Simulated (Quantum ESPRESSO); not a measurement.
# Al2Au (Fm-3m) in Quantum ESPRESSO: equation of state, part 2 of 2

Quantum ESPRESSO 7.5. Earlier steps stand in the parts before.

**3. Single point, PBE, 17.28 Å³/atom**

pw.in

```
&CONTROL
  calculation = 'scf'
  prefix = 'pwscf'
  outdir = './tmp'
  pseudo_dir = './pseudo'
  tprnfor = .true.
  tstress = .true.
  disk_io = 'nowf'
/
&SYSTEM
  ibrav = 0
  nat = 3
  ntyp = 2
  ecutwfc = 60
  ecutrho = 440
  nbnd = 19
  occupations = 'smearing'
  smearing = 'fd'
  degauss = 0.00367493
/
&ELECTRONS
  conv_thr = 6d-10
  electron_maxstep = 120
  mixing_beta = 0.5
/
ATOMIC_SPECIES
Au   196.9666 Au_ONCV_PBE-1.0.oncvpsp.upf
Al    26.9815 Al.pbe-n-kjpaw_psl.1.0.0.UPF
CELL_PARAMETERS angstrom
   0.0000000000    2.9594544892    2.9594544892
   2.9594544892    0.0000000000    2.9594544892
   2.9594544892    2.9594544892    0.0000000000
ATOMIC_POSITIONS crystal
Au     0.0000000000    0.0000000000    0.0000000000
Al     0.7500000000    0.7500000000    0.7500000000
Al     0.2500000000    0.2500000000    0.2500000000
K_POINTS automatic
8 8 8 0 0 0
```

Potentials or basis: SSSP 1.3 efficiency PBE.

The run is started by

```
$ OMP_NUM_THREADS=1 pw.x -in pw.in > pw.out
```

Wall time 28 s (1 thread of Arm Neoverse V2, shared host); peak memory 0.28 GiB.

It converged, with:

```
Free energy            : -4813.2603 eV
Pressure               : 8.5 GPa
Band gap on the k mesh : none (metal or under the smearing width)
```

**4. Single point, PBE, 17.64 Å³/atom**

pw.in: that of step 3 with these lines changed.

```diff
@@ -29,5 +29,5 @@
 CELL_PARAMETERS angstrom
-   0.0000000000    2.9594544892    2.9594544892
-   2.9594544892    0.0000000000    2.9594544892
-   2.9594544892    2.9594544892    0.0000000000
+   0.0000000000    2.9798651651    2.9798651651
+   2.9798651651    0.0000000000    2.9798651651
+   2.9798651651    2.9798651651    0.0000000000
 ATOMIC_POSITIONS crystal
```

The run is started by

```
$ OMP_NUM_THREADS=1 pw.x -in pw.in > pw.out
```

Wall time 28 s (1 thread of Arm Neoverse V2, shared host); peak memory 0.28 GiB.

Results (log left out):

- Free energy: -4813.3079 eV
- Pressure: 5.6 GPa
- Band gap on the k mesh: none (metal or under the smearing width)

**5. Single point, PBE, 18.00 Å³/atom**

pw.in: that of step 4 with these lines changed.

```diff
@@ -29,5 +29,5 @@
 CELL_PARAMETERS angstrom
-   0.0000000000    2.9798651651    2.9798651651
-   2.9798651651    0.0000000000    2.9798651651
-   2.9798651651    2.9798651651    0.0000000000
+   0.0000000000    3.0000000000    3.0000000000
+   3.0000000000    0.0000000000    3.0000000000
+   3.0000000000    3.0000000000    0.0000000000
 ATOMIC_POSITIONS crystal
```

The run is started by

```
$ OMP_NUM_THREADS=1 pw.x -in pw.in > pw.out
```

Wall time 28 s (1 thread of Arm Neoverse V2, shared host); peak memory 0.29 GiB.

The run converged. Its results:

```yaml
Free_energy: -4813.3373 eV
Pressure: 3.1 GPa
Band_gap_on_the_k_mesh: none (metal or under the smearing width)
```

**6. Single point, PBE, 18.36 Å³/atom**

pw.in: that of step 5 with these lines changed.

```diff
@@ -29,5 +29,5 @@
 CELL_PARAMETERS angstrom
-   0.0000000000    3.0000000000    3.0000000000
-   3.0000000000    0.0000000000    3.0000000000
-   3.0000000000    3.0000000000    0.0000000000
+   0.0000000000    3.0198681287    3.0198681287
+   3.0198681287    0.0000000000    3.0198681287
+   3.0198681287    3.0198681287    0.0000000000
 ATOMIC_POSITIONS crystal
```

Potentials or basis: SSSP 1.3 efficiency PBE.

The run is started by

```
$ OMP_NUM_THREADS=1 pw.x -in pw.in > pw.out
```

Wall time 31 s (1 thread of Arm Neoverse V2, shared host); peak memory 0.29 GiB.

The run converged. Its results:

```
Free energy            : -4813.3506 eV
Pressure               : 0.8 GPa
Band gap on the k mesh : none (metal or under the smearing width)
```

**7. Single point, PBE, 18.72 Å³/atom**

pw.in: that of step 6 with these lines changed.

```diff
@@ -29,5 +29,5 @@
 CELL_PARAMETERS angstrom
-   0.0000000000    3.0198681287    3.0198681287
-   3.0198681287    0.0000000000    3.0198681287
-   3.0198681287    3.0198681287    0.0000000000
+   0.0000000000    3.0394782115    3.0394782115
+   3.0394782115    0.0000000000    3.0394782115
+   3.0394782115    3.0394782115    0.0000000000
 ATOMIC_POSITIONS crystal
```

Potentials or basis: SSSP 1.3 efficiency PBE.

The run is started by

```
$ OMP_NUM_THREADS=1 pw.x -in pw.in > pw.out
```

pw.out:

```text
This program is part of the open-source Quantum ESPRESSO suite
     for quantum simulation of materials; please cite
         "P. Giannozzi et al., J. Phys.:Condens. Matter 21 395502 (2009);
         "P. Giannozzi et al., J. Phys.:Condens. Matter 29 465901 (2017);
         "P. Giannozzi et al., J. Chem. Phys. 152 154105 (2020);
     in publications or presentations arising from this work. More details at

     file Al.pbe-n-kjpaw_psl.1.0.0.UPF: wavefunction(s)  3S 3P renormalized
     Message from routine setup:
     using ibrav=0 with symmetry is DISCOURAGED, use correct ibrav instead

     G-vector sticks info
     --------------------
     sticks:   dense  smooth     PW     G-vecs:    dense   smooth      PW
     Sum        1993    1075    313                58887    23589    3839

     Using Slab Decomposition

     bravais-lattice index     =            0
     lattice parameter (alat)  =       8.1229  a.u.
     unit-cell volume          =     378.9865 (a.u.)^3
     number of atoms/cell      =            3
[... 345 lines left out ...]

   -96.5388 -47.8272 -47.8272 -47.8270   3.8283   3.8283   4.5703   4.6050
     5.0590   5.6114   6.7218   6.7218   8.5424  14.6342  14.6342  15.7521
    15.9366  19.6250  21.4625

     the Fermi energy is    10.6552 ev

!    total energy              =    -353.77466464 Ry
     estimated scf accuracy    <          6.6E-12 Ry
     smearing contrib. (-TS)   =      -0.00070351 Ry
     internal energy E=F+TS    =    -353.77396113 Ry

     The total energy is F=E-TS. E is the sum of the following terms:
     one-electron contribution =    -179.60013225 Ry
     hartree contribution      =      94.51475546 Ry
     xc contribution           =     -30.45815204 Ry
     ewald contribution        =    -168.88868067 Ry
     one-center paw contrib.   =     -69.34175162 Ry

     convergence has been achieved in   9 iterations

     Forces acting on atoms (cartesian axes, Ry/au):

     atom    1 type  1   force =    -0.00000000   -0.00000000    0.00000000
     atom    2 type  2   force =     0.00000000    0.00000000   -0.00000000
     atom    3 type  2   force =    -0.00000000   -0.00000000    0.00000000

     Total force =     0.000000     Total SCF correction =     0.000000

     Computing stress (Cartesian axis) and pressure

          total   stress  (Ry/bohr**3)                   (kbar)     P=      -11.70
  -0.00007952  -0.00000000  -0.00000000          -11.70       -0.00       -0.00
  -0.00000000  -0.00007952  -0.00000000           -0.00      -11.70       -0.00
  -0.00000000  -0.00000000  -0.00007952           -0.00       -0.00      -11.70

=------------------------------------------------------------------------------=
   JOB DONE.
=------------------------------------------------------------------------------=
```

Run time: 40 s. Hardware: 1 thread of Arm Neoverse V2, shared host; peak memory 0.3 GiB.

What came out:

| Property | Result |
| --- | --- |
| Free energy | -4813.3495 eV |
| Pressure | -1.2 GPa |
| Band gap on the k mesh | none (metal or under the smearing width) |

**8. Single point, PBE, 19.08 Å³/atom**

pw.in: that of step 7 with these lines changed.

```diff
@@ -29,5 +29,5 @@
 CELL_PARAMETERS angstrom
-   0.0000000000    3.0394782115    3.0394782115
-   3.0394782115    0.0000000000    3.0394782115
-   3.0394782115    3.0394782115    0.0000000000
+   0.0000000000    3.0588384673    3.0588384673
+   3.0588384673    0.0000000000    3.0588384673
+   3.0588384673    3.0588384673    0.0000000000
 ATOMIC_POSITIONS crystal
```

The run is started by

```
$ OMP_NUM_THREADS=1 pw.x -in pw.in > pw.out
```

It took 40 s on 1 thread of Arm Neoverse V2, shared host; peak memory 0.31 GiB.

It converged, with:

| Property | Result |
| --- | --- |
| Free energy | -4813.3357 eV |
| Pressure | -3.0 GPa |
| Band gap on the k mesh | none (metal or under the smearing width) |

**9. Equation of state, PBE**

Potentials or basis: SSSP 1.3 efficiency PBE.

This step only gathers the single runs of the series.

Results:

```yaml
Equilibrium_volume: 18.51 Å³/atom
Bulk_modulus: 104 GPa
Pressure_derivative_of_the_bulk_modulus: 5.0
```

Energy against volume, from the lowest point:
```
volume (Å³/atom)  energy (meV/atom)
          16.920              52.75
          17.280              30.10
          17.640              14.25
          18.000               4.43
          18.360               0.00
          18.720               0.36
          19.080               4.97
```

Spin-orbit coupling is left out, which matters for the levels of Au. PBE usually gives volumes a little too large and moduli too small.
